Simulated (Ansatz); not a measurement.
The system is ZrSe2.

```xyz
3
Lattice="3.7980 0.0000 0.0000 -1.8990 3.2892 0.0000 0.0000 0.0000 6.1920" Properties=species:S:1:pos:R:3 pbc="T T T"
Zr    0.0000    0.0000    0.0000
Se    1.8990    1.0964    4.6440
Se    0.0000    2.1928    1.5480
```

* Program: Ansatz 0.2.0
* Task: relaxation of cell and atoms
* Functional: revPBE
* Dispersion: D3(BJ)+ATM
* Potentials or basis: all-electron LAPW, scalar-relativistic
* Basis error allowed: 0.002 eV/atom
* k mesh: 8 × 8 × 5
* Occupations: fermi-dirac, width 0.05 eV
* Spin: no spin polarisation

At the start: volume 25.78 Å³/atom.

Problem. How do energy, volume and symmetry change on relaxing?

Solution. Over 6 steps the energy falls by 23.1 meV/atom and the volume is 23.65 Å³/atom (-8.3 %); space group P-3m1 (No. 164, to 0.05 Å).

The path:
```tsv
step	energy change (eV)	largest force (eV/Å)	volume (Å³)
1	0.0000	0.3645	77.35
2	-0.0027	0.7742	70.36
3	-0.0657	0.0591	72.10
4	-0.0692	0.0142	70.97
5	-0.0693	0.0009	70.96
6	-0.0693	0.0008	70.96
```

Final structure:
```xyz
3
Lattice="3.7178 0.0000 0.0000 -1.8589 3.2197 0.0000 0.0000 0.0000 5.9280" Properties=species:S:1:pos:R:3 pbc="T T T"
Zr    0.0000    0.0000    0.0000
Se    1.8589    1.0732    4.3238
Se    0.0000    2.1465    1.6043
```
